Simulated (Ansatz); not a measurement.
The system is Se.

```
Se
1.0
     4.35517    0.00000    0.00000
    -2.17759    3.77169    0.00000
     0.00000    0.00000    4.94945
Se
3
Direct
  0.78300 0.78300 0.50000
  0.00000 0.21700 0.83333
  0.21700 0.00000 0.16667
```

* Program: Ansatz 0.2.0
* Task: single point
* Functional: PBE
* Potentials or basis: all-electron LAPW, scalar-relativistic
* Cutoff: 345 eV (chosen from the basis error)
* Basis error allowed: 0.001 eV/atom
* k mesh: 7 × 7 × 6
* Occupations: fermi-dirac, width 0.05 eV
* Spin: no spin polarisation

On this cell: pressure 5.5 GPa; largest force 1.137 eV/Å; band gap on the k mesh 1.18 eV, indirect (least direct gap 1.40 eV).

The same run follows on a disturbed copy (atoms moved at random, drawn with an rms of 0.05 Å):

```xyz
3
Lattice="4.3552 0.0000 0.0000 -2.1776 3.7717 0.0000 0.0000 0.0000 4.9494" Properties=species:S:1:pos:R:3 pbc="T T T"
Se    1.6927    2.9813    2.4666
Se   -0.4015    0.8356    4.1323
Se    0.8979   -0.0137    0.8518
```

Task: What does the disturbed cell give?

Result: The energy moves by +46.7 meV/atom; pressure 7.7 GPa; largest force 2.032 eV/Å; band gap on the k mesh 1.04 eV, indirect (least direct gap 1.20 eV).

Forces in eV/Å, atoms in the order of the input:
```
Se  -0.995 -1.330  0.489
Se  -1.024  1.296 -0.258
Se   2.019  0.034 -0.231
```

Stress tensor (GPa, compression positive):
```
 6.93  0.18 -0.51
 0.18  5.84 -1.36
-0.51 -1.36 10.28
```

Caveats: an odd mesh through Γ misses points on the zone boundary, where band edges often lie; forces of over 1 eV/Å show positions far from the minimum, so gaps and moduli don't describe the material at rest (some runs).
